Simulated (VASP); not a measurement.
W7S16 (a cell with a defect): single point with PBEsol

Crystal: W7S16 (a cell with a defect).

```
CELL_PARAMETERS angstrom
6.30640 0.00000 0.00000
-3.15320 5.46150 0.00000
0.00000 0.00000 12.32300
ATOMIC_POSITIONS crystal
W 0.18206 0.84245 0.25009
W 0.65663 0.32633 0.24868
W 0.65668 0.83436 0.25179
W 0.33328 0.16734 0.74999
W 0.33318 0.66757 0.75054
W 0.83352 0.16751 0.75022
W 0.83353 0.66760 0.75023
S 0.16686 0.33452 0.62298
S 0.16679 0.83363 0.62280
S 0.66727 0.33445 0.62309
S 0.66603 0.83387 0.62283
S 0.31023 0.19651 0.14058
S 0.35881 0.71871 0.11033
S 0.83360 0.18327 0.12827
S 0.83882 0.67532 0.12717
S 0.16674 0.33396 0.87749
S 0.16664 0.83487 0.87762
S 0.66621 0.33367 0.87768
S 0.66713 0.83442 0.87740
S 0.35504 0.14379 0.38891
S 0.30802 0.61413 0.35823
S 0.82508 0.15073 0.37456
S 0.83894 0.66710 0.37312
```

```json
{
  "Program": "VASP 6.6.1",
  "Task": "single point",
  "Functional": "PBEsol",
  "Potentials or basis": "VASP PAW PBE potentials, release 64 (W_sv, S)",
  "Cutoff": "350 eV",
  "k mesh": "3 × 3 × 2",
  "Occupations": "gaussian, width 0.03 eV",
  "Spin": "collinear spin, ferromagnetic start",
  "Starting moments": "[0.0, 0.0, 0.0, 0.0, 0.0, 0.0, 0.0, 0.0, 0.0, 0.0, 0.0, 0.5, 0.5, 0.5, 0.0, 0.0, 0.0, 0.0, 0.0, 0.5, 0.5, 0.5, 0.0] μB",
  "Fixed moment": "3 μB"
}
```

The largest force is 0.700 eV/Å. The net moment is 3.00 μB per cell. The site moments are W +0.36, +0.27, +0.28, +0.01; S +0.00, +0.13, +0.20, +0.18, +0.02 μB. The valence electrons inside the program's atomic spheres are W 12.08, 12.10; S 3.71, 3.70, 3.69, 3.68.

Forces in eV/Å, atoms in the order of the input:
```
W   -0.284 -0.134 -0.013
W   -0.017  0.414  0.445
W    0.433 -0.211 -0.508
W    0.007  0.011 -0.017
W    0.013  0.007  0.007
W   -0.015 -0.006 -0.004
W   -0.013 -0.011  0.002
S    0.000 -0.002 -0.012
S   -0.002 -0.004  0.013
S   -0.001 -0.010 -0.011
S    0.009  0.005 -0.014
S    0.246 -0.067 -0.075
S   -0.112 -0.269  0.084
S    0.305 -0.343 -0.232
S   -0.155 -0.017  0.021
S    0.004 -0.001  0.015
S    0.001  0.000 -0.005
S    0.002  0.013  0.011
S    0.002  0.007  0.008
S   -0.258  0.043 -0.053
S    0.044  0.236  0.091
S   -0.077  0.449  0.249
S   -0.130 -0.109 -0.003
```

Wall time 5 min on 4 MPI ranks on Intel(R) Xeon(R) Platinum 8488C (Sapphire Rapids), on a shared host, peak memory 0.65 GiB a rank.

Caveat: the k mesh is coarse (spacing up to 0.38 Å⁻¹), so the values aren't converged; the PAW data sets were made with another functional, which shifts forces and pressure a little; the total moment is fixed, so each spin has its own Fermi level. The run has no spin-orbit coupling, so splittings on W are missing.
